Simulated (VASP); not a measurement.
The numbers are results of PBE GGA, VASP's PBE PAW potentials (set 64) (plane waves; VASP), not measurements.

VASP ran on this input.

**POSCAR**
```
CsBr
4.3908080
  1.0000000552   0.0000000000   0.0000000000
  0.0000000000   1.0000000552   0.0000000000
  0.0000000000   0.0000000000   1.0000000552
Cs Br
1 1
Cart
  0.0000000000   0.0000000000   0.0000000000
  0.5000000276   0.5000000276   0.5000000276
```

**INCAR**
```
SYSTEM = CsBr
PREC = Accurate; ENCUT = 520; LREAL = .False.
LASPH = .True.
EDIFF = 1E-7; NELM = 100; ALGO = Normal
LMAXMIX = 4
ISMEAR = -5
GGA = PE
ISIF = 2
LWAVE = .False.; LCHARG = .True.; LORBIT = 11
NEDOS = 601
```

**KPOINTS**
```
Automatic
0
G
7 7 7
0 0 0
```

POTCAR, in this order: Cs_sv Br (PBE.64 set). Program: vasp_std.

The resulting files:

OUTCAR:
```
 ion  position               nearest neighbor table
   1  0.000  0.000  0.000-
   2  0.500  0.500  0.500-
  LATTYP: Found a simple cubic cell.
 ALAT       =     4.3908082423
 Subroutine PRICEL returns:
 Original cell was already a primitive cell.
 Subroutine GETGRP returns: Found 48 space group operations
The static configuration has the point symmetry O_h .
The dynamic configuration has the point symmetry O_h .
 Subroutine INISYM returns: Found 48 space group operations
 Subroutine IBZKPT returns following result:
 Found     20 irreducible k-points:

 Following reciprocal coordinates:
            Coordinates               Weight
  0.000000  0.000000  0.000000      1.000000
  0.142857  0.000000  0.000000      6.000000
  0.285714  0.000000  0.000000      6.000000
  0.428571  0.000000  0.000000      6.000000
  0.142857  0.142857  0.000000     12.000000
  0.285714  0.142857  0.000000     24.000000
  0.428571  0.142857  0.000000     24.000000
  0.285714  0.285714  0.000000     12.000000
  0.428571  0.285714  0.000000     24.000000
...
```

**OSZICAR**
```
       N       E                     dE             d eps       ncg     rms          rms(c)
DAV:   1     0.994574370261E+02    0.99457E+02   -0.65535E+03   480   0.112E+03
DAV:   2     0.136630050677E+01   -0.98091E+02   -0.93056E+02   708   0.181E+02
DAV:   3    -0.622589057299E+01   -0.75922E+01   -0.75702E+01   600   0.579E+01
DAV:   4    -0.630737393742E+01   -0.81483E-01   -0.81461E-01   576   0.702E+00
DAV:   5    -0.630806970052E+01   -0.69576E-03   -0.69570E-03   596   0.654E-01    0.180E+00
DAV:   6    -0.606195475431E+01    0.24611E+00   -0.37049E-01   544   0.305E+00    0.110E+00
DAV:   7    -0.602091709487E+01    0.41038E-01   -0.18271E-01   596   0.219E+00    0.593E-01
DAV:   8    -0.602382848133E+01   -0.29114E-02   -0.13186E-02   564   0.814E-01    0.968E-02
DAV:   9    -0.602428187271E+01   -0.45339E-03   -0.24084E-03   560   0.299E-01    0.793E-02
DAV:  10    -0.602433308830E+01   -0.51216E-04   -0.16932E-04   580   0.107E-01    0.111E-02
DAV:  11    -0.602433903750E+01   -0.59492E-05   -0.36055E-05   584   0.367E-02    0.479E-03
DAV:  12    -0.602433898194E+01    0.55560E-07   -0.80704E-06   600   0.175E-02    0.126E-03
DAV:  13    -0.602433897593E+01    0.60065E-08   -0.21304E-07   552   0.361E-03
   1 F= -.60243390E+01 E0= -.60243390E+01  d E =0.000000E+00
```

File OUTCAR:
```
------------------------ aborting loop because EDIFF is reached ----------------------------------------
  FORCE on cell =-STRESS in cart. coord.  units (eV):
  Direction    XX          YY          ZZ          XY          YZ          ZX
  --------------------------------------------------------------------------------------
  Total        0.0127344      0.0127344      0.0127344      0.0000000      0.0000000      0.0000000
  in kB        0.2410214      0.2410214      0.2410214      0.0000000      0.0000000      0.0000000
  external PRESSURE =       0.2410214 kB  Pullay stress =       0.0000000 kB
  volume of cell :       84.65
      direct lattice vectors                 reciprocal lattice vectors
     4.390808242  0.000000000  0.000000000     0.227748502  0.000000000  0.000000000
     0.000000000  4.390808242  0.000000000     0.000000000  0.227748502  0.000000000
     0.000000000  0.000000000  4.390808242     0.000000000  0.000000000  0.227748502
 POSITION                                       TOTAL-FORCE (eV/Angst)
 -----------------------------------------------------------------------------------
      0.00000      0.00000      0.00000         0.000000      0.000000      0.000000
      2.19540      2.19540      2.19540         0.000000      0.000000      0.000000
 -----------------------------------------------------------------------------------
    total drift:                                0.000000      0.000000      0.000000
  FREE ENERGIE OF THE ION-ELECTRON SYSTEM (eV)
  ---------------------------------------------------
  free  energy   TOTEN  =        -6.0243389759 eV

  energy  without entropy=       -6.0243389759  energy(sigma->0) =       -6.02433898

 total charge

# of ion       s       p       d       tot
------------------------------------------
    1        1.834   4.707   0.025   6.566
    2        1.601   3.276   0.001   4.878
--------------------------------------------------
tot          3.435   7.983   0.027  11.444
```
(Selected blocks of OUTCAR.)

The compound is CsBr in the CsCl type structure. It was relaxed first, which changed the volume by +7 %.
